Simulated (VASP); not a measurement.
The system is KBr.

```
K Br
1.0
     0.00000    3.30244    3.30244
     3.30244    0.00000    3.30244
     3.30244    3.30244    0.00000
K Br
1 1
Direct
  0.00000 0.00000 0.00000
  0.50000 0.50000 0.50000
```

Program: VASP 6.6.1. Alike in all runs: task single point; no spin polarisation; cell as given; k mesh 4 × 4 × 4; cutoff (eV) 520; smearing gaussian 0.01 eV.

Task: Order these runs on this cell by their band gap on the k mesh, lowest first.
A. level LDA; potentials or basis VASP PAW LDA potentials, release 64 (K_sv, Br)
B. level HSE06; potentials or basis VASP PAW PBE potentials, release 64 (K_sv, Br); exchange at q = 0 truncated; grid for exact exchange (PRECFOCK) Normal; screening parameter 0.2079 1/A
C. level PBE; potentials or basis VASP PAW PBE potentials, release 64 (K_sv, Br)

Result: A (4.03 eV), C (4.43 eV), B (5.59 eV).
